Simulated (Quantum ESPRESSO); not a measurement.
# Sb (Im-3m) in Quantum ESPRESSO: reference runs

How does Sb come out in PBEsol? The cell is run as given and disturbed.

Everything below comes from runs of Quantum ESPRESSO 7.5. Logs are shortened: lines on timing, memory, paths and dates and some standing lists are left out, and cuts for length are marked.

### 1 Starting point

It takes space group Im-3m (No. 229, cubic). Conventional cell: a = 3.743 Å, b = 3.743 Å, c = 3.743 Å, α = 90.00°, β = 90.00°, γ = 90.00°. Sb (site symmetry m-3m) is surrounded by 8 Sb at 3.24 Å.

This isn't the form of Sb at room conditions, which is rhombohedral.

### 2 Single point, PBEsol

The input, pw.in:

```
&CONTROL
  calculation = 'scf'
  prefix = 'pwscf'
  outdir = './tmp'
  pseudo_dir = './pseudo'
  tprnfor = .true.
  tstress = .true.
  disk_io = 'low'
/
&SYSTEM
  ibrav = 0
  nat = 1
  ntyp = 1
  ecutwfc = 45
  ecutrho = 360
  nbnd = 13
  occupations = 'smearing'
  smearing = 'fd'
  degauss = 0.00367493
/
&ELECTRONS
  conv_thr = 2d-10
  electron_maxstep = 120
  mixing_beta = 0.5
/
ATOMIC_SPECIES
Sb   121.7600 sb_pbesol_v1.4.uspp.F.UPF
CELL_PARAMETERS angstrom
  -1.8713408863    1.8713408863    1.8713408863
   1.8713408863   -1.8713408863    1.8713408863
   1.8713408863    1.8713408863   -1.8713408863
ATOMIC_POSITIONS crystal
Sb     0.0000000000    0.0000000000    0.0000000000
K_POINTS automatic
10 10 10 0 0 0
```

The input, pp_density.in:

```
&INPUTPP
  prefix = 'pwscf'
  outdir = './tmp'
  filplot = 'density.dat'
  plot_num = 0
/
&PLOT
  nfile = 1
  filepp(1) = 'density.dat'
  iflag = 3
  output_format = 6
  fileout = 'density.cube'
/
```

The input, pp_potential.in:

```
&INPUTPP
  prefix = 'pwscf'
  outdir = './tmp'
  filplot = 'potential.dat'
  plot_num = 11
/
&PLOT
  nfile = 1
  filepp(1) = 'potential.dat'
  iflag = 3
  output_format = 6
  fileout = 'potential.cube'
/
```

Potentials or basis: GBRV 1.5 PBEsol.

Run with:

```
$ OMP_NUM_THREADS=1 mpirun -n 2 pw.x -nk 2 -in pw.in > pw.out
$ OMP_NUM_THREADS=1 mpirun -n 1 pp.x -in pp_density.in > pp_density.out
$ OMP_NUM_THREADS=1 mpirun -n 1 pp.x -in pp_potential.in > pp_potential.out
```

pw.out:

```text
This program is part of the open-source Quantum ESPRESSO suite
     for quantum simulation of materials; please cite
[... 13 lines left out ...]
     --------------------
     sticks:   dense  smooth     PW     G-vecs:    dense   smooth      PW
     Sum        1027     507    197                20473     7155    1721

     Using Slab Decomposition

     bravais-lattice index     =            0
     lattice parameter (alat)  =       6.1251  a.u.
     unit-cell volume          =     176.8949 (a.u.)^3
     number of atoms/cell      =            1
     number of atomic types    =            1
     number of electrons       =        15.00
     number of Kohn-Sham states=           13
     kinetic-energy cutoff     =      45.0000  Ry
     charge density cutoff     =     360.0000  Ry
     scf convergence threshold =      2.0E-10
     mixing beta               =       0.5000
     number of iterations used =            8  plain     mixing
     Exchange-correlation= SLA  PW   PSX  PSC
                           (   1   4  10   8   0   0   0)

     celldm(1)=   6.125089  celldm(2)=   0.000000  celldm(3)=   0.000000
     celldm(4)=   0.000000  celldm(5)=   0.000000  celldm(6)=   0.000000

     crystal axes: (cart. coord. in units of alat)
               a(1) = (  -0.577350   0.577350   0.577350 )
               a(2) = (   0.577350  -0.577350   0.577350 )
               a(3) = (   0.577350   0.577350  -0.577350 )

     reciprocal axes: (cart. coord. in units 2 pi/alat)
               b(1) = ( -0.000000  0.866025  0.866025 )
               b(2) = (  0.866025 -0.000000  0.866025 )
               b(3) = (  0.866025  0.866025  0.000000 )

     PseudoPot. # 1 for Sb read from file:
     sb_pbesol_v1.4.uspp.F.UPF
     Pseudo is Ultrasoft + core correction, Zval = 15.0
     Generated by new atomic code, or converted to UPF format
     Using radial grid of  891 points,  6 beta functions with:
                l(1) =   0
                l(2) =   0
                l(3) =   1
                l(4) =   1
                l(5) =   2
                l(6) =   2
     Q(r) pseudized with  8 coefficients,  rinner =    1.350   1.350   1.350
                                                       1.350   1.350

     atomic species   valence    mass     pseudopotential
     Sb               15.00   121.76000     Sb( 1.00)

     48 Sym. Ops., with inversion, found

   Cartesian axes

     site n.     atom                  positions (alat units)
         1        Sb     tau(   1) = (   0.0000000   0.0000000   0.0000000  )

     number of k points=    47  Fermi-Dirac smearing, width (Ry)=  0.0037
                       cart. coord. in units 2pi/alat
        k(    1) = (   0.0000000   0.0000000   0.0000000), wk =   0.0020000
        k(    2) = (   0.0866025   0.0866025   0.0000000), wk =   0.0240000
        k(    3) = (   0.1732051   0.1732051   0.0000000), wk =   0.0240000
        k(    4) = (   0.2598076   0.2598076   0.0000000), wk =   0.0240000
        k(    5) = (   0.3464102   0.3464102   0.0000000), wk =   0.0240000
        k(    6) = (  -0.4330127  -0.4330127   0.0000000), wk =   0.0120000
[... 39 lines left out ...]
        k(   46) = (  -0.8660254  -0.0866025  -0.0866025), wk =   0.0240000
        k(   47) = (  -0.8660254  -0.8660254  -0.8660254), wk =   0.0020000

     Dense  grid:    20473 G-vectors     FFT dimensions: (  40,  40,  40)

     Smooth grid:     7155 G-vectors     FFT dimensions: (  27,  27,  27)

     Check: negative core charge=   -0.000003

     Initial potential from superposition of free atoms

     starting charge      14.0000, renormalised to      15.0000
     Starting wfcs are    9 randomized atomic wfcs +    4 random wfcs

     Self-consistent Calculation

     iteration #  1     ecut=    45.00 Ry     beta= 0.50
     Davidson diagonalization with overlap
     ethr =  1.00E-02,  avg # of iterations =  5.5

     total energy              =    -184.38711076 Ry
     estimated scf accuracy    <       1.00208487 Ry

     iteration #  2     ecut=    45.00 Ry     beta= 0.50
     Davidson diagonalization with overlap
     ethr =  6.68E-03,  avg # of iterations =  2.0

     total energy              =    -184.58594770 Ry
     estimated scf accuracy    <       0.01158757 Ry

     iteration #  3     ecut=    45.00 Ry     beta= 0.50
     Davidson diagonalization with overlap
     ethr =  7.73E-05,  avg # of iterations =  3.4

     total energy              =    -184.58669775 Ry
     estimated scf accuracy    <       0.00131684 Ry

     iteration #  4     ecut=    45.00 Ry     beta= 0.50
     Davidson diagonalization with overlap
     ethr =  8.78E-06,  avg # of iterations =  2.5

     total energy              =    -184.58680167 Ry
     estimated scf accuracy    <       0.00000689 Ry

     iteration #  5     ecut=    45.00 Ry     beta= 0.50
     Davidson diagonalization with overlap
     ethr =  4.59E-08,  avg # of iterations =  3.5

     total energy              =    -184.58680574 Ry
     estimated scf accuracy    <       0.00000063 Ry

     iteration #  6     ecut=    45.00 Ry     beta= 0.50
     Davidson diagonalization with overlap
     ethr =  4.22E-09,  avg # of iterations =  2.0

     total energy              =    -184.58680583 Ry
     estimated scf accuracy    <          5.2E-09 Ry

     iteration #  7     ecut=    45.00 Ry     beta= 0.50
     Davidson diagonalization with overlap
     ethr =  3.49E-11,  avg # of iterations =  2.4

     total energy              =    -184.58680584 Ry
     estimated scf accuracy    <          1.5E-09 Ry

     iteration #  8     ecut=    45.00 Ry     beta= 0.50
     Davidson diagonalization with overlap
     ethr =  1.01E-11,  avg # of iterations =  2.0

     End of self-consistent calculation

          k = 0.0000 0.0000 0.0000 (   935 PWs)   bands (ev):

   -17.1183 -17.1183 -17.1183 -17.0406 -17.0406  -1.0105  17.7436  17.7436
    17.7436  23.4864  23.4864  23.4865  24.1144

          k = 0.0866 0.0866 0.0000 (   929 PWs)   bands (ev):

   -17.1205 -17.1141 -17.1060 -17.0432 -17.0412  -0.7957  16.1857  17.0792
    17.5551  21.8823  22.1118  23.5522  24.4175

          k = 0.1732 0.1732 0.0000 (   917 PWs)   bands (ev):

   -17.1262 -17.1043 -17.0739 -17.0487 -17.0424  -0.1552  13.2356  15.8508
    17.0591  20.4108  20.8467  23.4893  24.9445

          k = 0.2598 0.2598 0.0000 (   905 PWs)   bands (ev):

   -17.1331 -17.0974 -17.0507 -17.0440 -17.0338   0.8913  10.2488  14.7653
    16.4791  19.4239  19.9472  24.1770  25.7639

          k = 0.3464 0.3464 0.0000 (   900 PWs)   bands (ev):

   -17.1388 -17.0976 -17.0467 -17.0453 -17.0012   2.2450   7.6664  14.0584
    16.0475  18.8538  19.4108  25.3382  26.8726

          k =-0.4330-0.4330 0.0000 (   886 PWs)   bands (ev):

   -17.1409 -17.0991 -17.0457 -17.0439 -16.9886   3.1972   6.2966  13.8150
    15.8913  18.6672  19.2326  26.1646  27.7852

          k = 0.1732 0.0866 0.0866 (   916 PWs)   bands (ev):

   -17.1203 -17.1117 -17.0830 -17.0474 -17.0420  -0.3680  14.3064  15.8980
    16.8689  21.2838  21.4818  23.4251  24.6600

          k = 0.2598 0.1732 0.0866 (   906 PWs)   bands (ev):

   -17.1251 -17.1017 -17.0524 -17.0492 -17.0431   0.4773  11.6812  14.3482
    16.1444  20.3843  21.3649  23.2919  26.5044

          k = 0.3464 0.2598 0.0866 (   900 PWs)   bands (ev):

   -17.1310 -17.0952 -17.0508 -17.0457 -17.0161   1.6940   8.9868  13.3331
    15.5440  19.6825  21.1586  23.8199  27.4901

          k = 0.4330 0.3464 0.0866 (   895 PWs)   bands (ev):

   -17.1347 -17.0952 -17.0475 -17.0451 -16.9961   3.0204   6.8693  12.8290
    15.2116  19.3246  20.9410  25.0340  27.0481

          k = 0.3464 0.1732 0.1732 (   901 PWs)   bands (ev):

   -17.1229 -17.0943 -17.0536 -17.0476 -17.0241   1.5008  10.0516  12.1667
    15.3672  20.6438  21.6292  24.8208  26.1498

          k = 0.4330 0.2598 0.1732 (   898 PWs)   bands (ev):

   -17.1239 -17.0857 -17.0514 -17.0482 -17.0098   2.7931   8.1361  10.9333
    14.8682  20.4615  22.4793  24.9053  26.7139

          k = 0.5196 0.3464 0.1732 (   896 PWs)   bands (ev):

   -17.1246 -17.0834 -17.0529 -17.0430 -17.0060   3.6494   6.9894  10.5874
    14.6940  20.3310  23.2828  25.1341  25.2244

          k = 0.5196 0.2598 0.2598 (   902 PWs)   bands (ev):

   -17.1199 -17.0718 -17.0588 -17.0384 -17.0181   3.8299   7.8200   9.0076
    14.5359  21.2762  22.8577  24.5041  28.0618

          k = 0.1732 0.1732 0.1732 (   908 PWs)   bands (ev):
[... 14 lines left out ...]
          k = 0.4330 0.4330 0.1732 (   900 PWs)   bands (ev):

   -17.1292 -17.0904 -17.0456 -17.0441 -17.0061   3.4845   6.7713  11.7396
    13.3863  21.6813  22.3445  26.8140  28.1762

          k = 0.0000 0.0000 0.1732 (   927 PWs)   bands (ev):

   -17.1093 -17.1093 -17.1070 -17.0481 -17.0404  -0.5814  15.9009  16.3924
    16.3924  21.1263  22.7265  22.7265  23.8017

          k = 0.3464 0.2598 0.2598 (   900 PWs)   bands (ev):

   -17.1177 -17.0966 -17.0481 -17.0465 -17.0181   2.4415   8.9274  11.2242
    12.9155  23.1684  24.1049  26.2355  26.9583

          k = 0.4330 0.3464 0.2598 (   900 PWs)   bands (ev):

   -17.1169 -17.0812 -17.0476 -17.0453 -17.0227   3.5932   7.6706  10.1157
    12.4632  23.3453  24.9761  26.6446  27.8426

          k = 0.0000-0.0866 0.2598 (   906 PWs)   bands (ev):

   -17.1137 -17.0983 -17.0756 -17.0555 -17.0424   0.0578  13.3177  15.1607
    15.9319  20.0965  21.8823  22.4289  25.6773

          k = 0.5196 0.3464 0.3464 (   889 PWs)   bands (ev):

   -17.1123 -17.0587 -17.0587 -17.0398 -17.0398   4.0689   8.3830   8.3830
    12.1863  24.1424  26.1704  26.1704  29.4899

          k =-0.0000-0.1732 0.3464 (   910 PWs)   bands (ev):

   -17.1203 -17.0914 -17.0576 -17.0462 -17.0353   1.1010  10.4128  14.0896
    15.4657  19.8846  20.9910  22.1751  28.2063

          k = 0.0866-0.0866 0.3464 (   906 PWs)   bands (ev):

   -17.1089 -17.0885 -17.0620 -17.0511 -17.0447   0.8978  11.6066  13.2862
    15.5396  19.4423  21.1352  24.0693  25.6004

          k = 0.0000-0.2598 0.4330 (   905 PWs)   bands (ev):

   -17.1258 -17.0934 -17.0533 -17.0476 -17.0024   2.4467   7.8668  13.3962
    15.0720  19.8075  20.4436  22.8025  26.3421

          k = 0.0866-0.1732 0.4330 (   899 PWs)   bands (ev):

   -17.1114 -17.0861 -17.0579 -17.0524 -17.0170   2.1017   9.2925  12.0290
    15.3354  19.5553  20.7080  23.9693  25.9517

          k =-0.8660-0.3464-0.3464 (   896 PWs)   bands (ev):

   -17.1278 -17.0955 -17.0531 -17.0454 -16.9897   3.3869   6.5165  13.1579
    14.9248  19.7496  20.2605  23.8911  24.7590

          k =-0.7794-0.2598-0.3464 (   897 PWs)   bands (ev):

   -17.1139 -17.0890 -17.0607 -17.0446 -16.9977   3.3988   7.2848  11.4895
    15.1539  19.5924  21.3540  23.3949  24.2242

          k =-0.6928-0.1732-0.3464 (   906 PWs)   bands (ev):

   -17.1076 -17.0831 -17.0648 -17.0413 -17.0074   3.3357   8.3267   9.9903
    15.5464  19.9187  20.2531  23.4077  26.9802

          k =-0.6928-0.2598-0.2598 (   901 PWs)   bands (ev):

   -17.1067 -17.0812 -17.0708 -17.0301 -17.0073   4.1070   7.6283   9.2996
    15.6010  19.9773  21.0187  21.7567  27.2828

          k = 0.3464 0.3464 0.3464 (   907 PWs)   bands (ev):

   -17.0963 -17.0963 -17.0459 -17.0459 -17.0309   3.5191   8.2988  10.6265
    10.6265  25.9651  25.9651  27.7888  28.5354

          k = 0.4330 0.4330 0.3464 (   902 PWs)   bands (ev):

   -17.0957 -17.0757 -17.0487 -17.0455 -17.0451   4.0992   8.1703   9.5426
    10.4232  26.6256  26.6861  28.9451  29.1420

          k = 0.0000 0.0000 0.3464 (   907 PWs)   bands (ev):

   -17.0836 -17.0836 -17.0773 -17.0679 -17.0478   0.6922  13.2020  13.9361
    13.9361  18.4244  23.8254  23.8254  24.7574

          k =-0.0000-0.0866 0.4330 (   901 PWs)   bands (ev):

   -17.0866 -17.0824 -17.0650 -17.0556 -17.0390   1.7238  10.8571  12.8789
    13.6866  17.9543  23.3084  23.6793  25.5336

          k = 0.0000-0.1732 0.5196 (   899 PWs)   bands (ev):

   -17.0912 -17.0910 -17.0685 -17.0468 -17.0055   3.0440   8.4469  12.1968
    13.5461  18.6073  22.5314  22.7572  23.9166

          k = 0.0866-0.0866 0.5196 (   904 PWs)   bands (ev):

   -17.0904 -17.0799 -17.0694 -17.0454 -17.0170   2.8964   9.6206  11.1546
    13.7315  17.5757  22.3259  23.2010  26.3155

          k =-0.8660-0.2598-0.2598 (   900 PWs)   bands (ev):

   -17.0941 -17.0930 -17.0722 -17.0413 -16.9926   3.9479   7.1600  11.9627
    13.4654  19.4151  21.3775  22.5694  23.5516

          k =-0.7794-0.1732-0.2598 (   905 PWs)   bands (ev):

   -17.0946 -17.0824 -17.0774 -17.0307 -17.0005   4.1255   8.0646  10.3266
    13.9076  18.2310  20.4083  22.6108  26.4988

          k =-0.6928-0.1732-0.1732 (   904 PWs)   bands (ev):

   -17.0914 -17.0914 -17.0757 -17.0102 -17.0102   4.6967   8.6287   8.6287
    14.3318  18.7874  18.7874  22.4125  30.0733

          k =-0.0000-0.0000 0.5196 (   908 PWs)   bands (ev):

   -17.0929 -17.0729 -17.0474 -17.0474 -17.0408   2.7309  11.1752  11.8291
    11.8291  16.5080  22.4110  26.0916  26.0916

          k = 0.0000-0.0866 0.6062 (   899 PWs)   bands (ev):

   -17.1020 -17.0882 -17.0481 -17.0310 -17.0094   4.0013   9.3206  11.1510
    11.9629  16.4330  19.9112  25.6578  26.3954

          k =-0.8660-0.1732-0.1732 (   892 PWs)   bands (ev):

   -17.1042 -17.0956 -17.0495 -17.0245 -16.9962   4.8412   8.1656  10.9183
    12.0712  17.1243  18.4048  25.4646  26.2844

          k =-0.7794-0.0866-0.1732 (   897 PWs)   bands (ev):

   -17.1073 -17.1017 -17.0404 -17.0129 -17.0018   5.0895   8.9416   9.8034
    12.2488  16.4322  17.7845  25.6103  29.4166

          k = 0.0000 0.0000 0.6928 (   888 PWs)   bands (ev):

   -17.1133 -17.1059 -17.0140 -17.0140 -17.0114   5.1801  10.0993  10.4742
    10.4742  15.3684  17.4787  28.5958  29.1950

          k =-0.8660-0.0866-0.0866 (   876 PWs)   bands (ev):

   -17.1162 -17.1141 -17.0139 -17.0072 -16.9991   5.9172   9.3417  10.2417
    10.7438  15.5254  16.0502  28.6232  29.5956

          k =-0.8660-0.8660-0.8660 (   904 PWs)   bands (ev):

   -17.1213 -17.1213 -17.0004 -17.0004 -17.0004   6.5572  10.0092  10.0092
    10.0092  14.9906  14.9906  30.4447  32.2994

     the Fermi energy is    12.0476 ev

!    total energy              =    -184.58680584 Ry
     estimated scf accuracy    <          3.1E-12 Ry
     smearing contrib. (-TS)   =      -0.00065843 Ry
     internal energy E=F+TS    =    -184.58614741 Ry

     The total energy is F=E-TS. E is the sum of the following terms:
     one-electron contribution =     -69.31752779 Ry
     hartree contribution      =      44.09732398 Ry
     xc contribution           =     -43.59204327 Ry
     ewald contribution        =    -115.77390033 Ry

     convergence has been achieved in   8 iterations

     Forces acting on atoms (cartesian axes, Ry/au):

     atom    1 type  1   force =     0.00000000    0.00000000    0.00000000

     Total force =     0.000000     Total SCF correction =     0.000000

     Computing stress (Cartesian axis) and pressure

          total   stress  (Ry/bohr**3)                   (kbar)     P=       -1.49
  -0.00001011  -0.00000000  -0.00000000           -1.49       -0.00       -0.00
  -0.00000000  -0.00001011  -0.00000000           -0.00       -1.49       -0.00
  -0.00000000  -0.00000000  -0.00001011           -0.00       -0.00       -1.49

=------------------------------------------------------------------------------=
   JOB DONE.
=------------------------------------------------------------------------------=
```

Wall time 6.3 s (2 MPI ranks of AMD EPYC 9R45 (Zen 5), shared host); peak memory 0.18 GiB.

Results:

* Free energy: -2511.4314 eV
* Pressure: -0.1 GPa
* Band gap on the k mesh: none (metal or under the smearing width)

Levels at points of the mesh, in eV from the Fermi level:
```
              k point  band 4  band 5  band 6  band 7  band 8  band 9  band 10  band 11  band 12  band 13
   (0.00, 0.00, 0.00)  -29.09  -29.09  -13.06    5.70    5.70    5.70    11.44    11.44    11.44    12.07
  (0.00, 0.00, -0.50)  -29.09  -29.04   -8.85   -5.75    1.77    3.84     6.62     7.19    14.12    15.74
(-0.50, -0.50, -0.50)  -29.05  -29.05   -5.49   -2.04   -2.04   -2.04     2.94     2.94    18.40    20.25
```

The run has no spin-orbit coupling, so splittings on Sb are missing.

(Continued in part 2 of 2.)
